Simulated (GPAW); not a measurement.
Runs of GPAW 26.7.0 on HfO2. It takes space group Fm-3m (No. 225, cubic). The conventional cell has a = 5.115 Å, b = 5.115 Å, c = 5.115 Å, α = 90.00°, β = 90.00°, γ = 90.00°. Hf (site symmetry m-3m) is surrounded by 8 O at 2.21 Å. Around O (site symmetry -43m) lie 4 Hf at 2.21 Å. Measurements of this composition are mostly on another form, of space group No. 14.

| task | level | potentials or basis | U | cell | smearing | optimizer | fmax | max steps | target pressure | convergence | gap on the mesh (eV) | pressure (GPa) | relaxed volume (Å³/atom) |
| --- | --- | --- | --- | --- | --- | --- | --- | --- | --- | --- | --- | --- | --- |
| relaxation of cell and atoms | revPBE+D3(BJ) | the program's PAW data sets (release 1.2.1) made for this functional, pw | - | relaxed to 20 GPa | fermi-dirac 0.05 eV | FIRE | 0.01 eV/Å | 40 | 20 GPa | density=1e-05 forces=0.0001 | 4.11 | 20.1 | - |
| relaxation of cell and atoms | RPBE+D3(BJ) | the program's PAW data sets (release 1.2.1) made for this functional, pw | - | relaxed | fermi-dirac 0.05 eV | LBFGS | 0.05 eV/Å | 40 | - | density=1e-05 forces=0.0001 | (a) | -0.1 | (b) |
| relaxation of cell and atoms | PBEsol+D3(BJ) | PAW data sets generated in the run's folder for this functional, pw | - | relaxed | fermi-dirac 0.05 eV | LBFGS | 0.02 eV/Å | 100 | - | density=1e-05 forces=0.0001 | 3.85 | 0.0 | 10.56 |
| relaxation of cell and atoms | RPBE+D4 | the program's PAW data sets (release 1.2.1) made for this functional, pw | - | relaxed to 1 GPa | fermi-dirac 0.05 eV | FIRE | 0.05 eV/Å | 60 | 1 GPa | density=1e-05 forces=0.0001 | 3.97 | 0.3 | - |

Alike in all rows: no spin polarisation; k mesh 9 × 9 × 9; cutoff (eV) 800.

Task: Fill in the values left out.

Result: (a) 4.10; (b) 10.35.

Caveats: later steps reuse the first step's grids; spin-orbit coupling is left out, which moves the levels of the heavy elements; an odd mesh through Γ misses points on the zone boundary, where band edges often lie.

A k mesh can miss the band edges, and the runs leave out spin-orbit coupling on Hf.
